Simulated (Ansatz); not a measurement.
**GaN: what the numbers say**

**What was measured.** A cell as deposited of hexagonal GaN (space group P6_3mc), temperature not stated, from the Crystallography Open Database (2015, doi:10.1039/C5TC00475F), has a, c = 3.197, 5.207 Å and 11.52 Å³/atom.

“Studying electronic properties in GaN without electrical contacts using γ-γ vs e−-γ Perturbed Angular Correlations”, 2019, pmc:6823545 quotes, for a bulk crystal of GaN: band gap 3.503 ± 0.005 eV (direct).

Computed with Ansatz (plane waves, PAW, 500 eV cutoff): r²SCAN, scalar-relativistic, no spin polarisation, 8×8×4 k-mesh, Gaussian smearing of 0.05 eV. The datasets are Ansatz's generated set soft_2.

The chain of runs began from a cell as deposited in COD, expanded in volume. Of that entry: the entry's cell lengths or inner coordinates differ somewhat from later room-temperature determinations.

The relaxed structure (symmetry read at 0.01 Å). Symmetry: P6_3mc, No. 186, hexagonal system. The conventional cell has a = 3.183 Å, b = 3.183 Å, c = 5.185 Å, α = 90.00°, β = 90.00°, γ = 120.00°. Ga (site symmetry 3m) is surrounded by 4 N at 1.95 Å. N (site symmetry 3m) is surrounded by 4 Ga at 1.95 Å. (Shells end 15 % past the nearest neighbour.)

Results at this level of theory:

| Item | Value |
| --- | --- |
| Volume | 11.37 Å³/atom |
| Band gap | 2.35 eV |
| Smallest direct gap | 2.35 eV |
| Bader charges | Ga 1.66; N -1.66 e |
| Formation energy from the elements (0 K, uncorrected) | -0.65 eV/atom |

Formal charges Ga³⁺, N³⁻ balance and leave closed shells on every ion, so a band insulator is expected, and the gap is 2.35 eV.

Shannon's ionic radii give a check on the bond lengths: Ga³⁺ with 4 neighbours 0.47 Å + N³⁻ 1.46 Å = 1.93 Å against a computed mean of 1.95 Å. Sums and bonds agree within 3 %, so ion sizes set the bond lengths.

Bader charges against formal ones: Ga +1.66 (+3), N −1.66 (−3). The cations give up 55 % of the formal charge; Bader charges stay under formal ones because the anions' density reaches into the cations' basins, the more so the higher the formal charge and the softer the anion.

**Comparison.** The computed cell (3.183, 5.185 Å, 11.37 Å³/atom) differs from the database's by −1.3 % in volume, about −0.4 % in length. The static lattice lacks zero-point motion and thermal expansion; that covers some of the miss, perhaps all. A measured gap of GaN is 3.503 eV (direct; quoted in “Studying electronic properties in GaN without electrical contacts using γ-γ vs e−-γ Perturbed Angular Correlations”, 2019, pmc:6823545); the calculated 2.35 eV misses it by -1.15 eV. Kohn–Sham gaps of semilocal functionals mostly fall below measured ones. Temperature and excitons aren't in the calculation.

Semilocal functionals underestimate band gaps, commonly by a third or more.
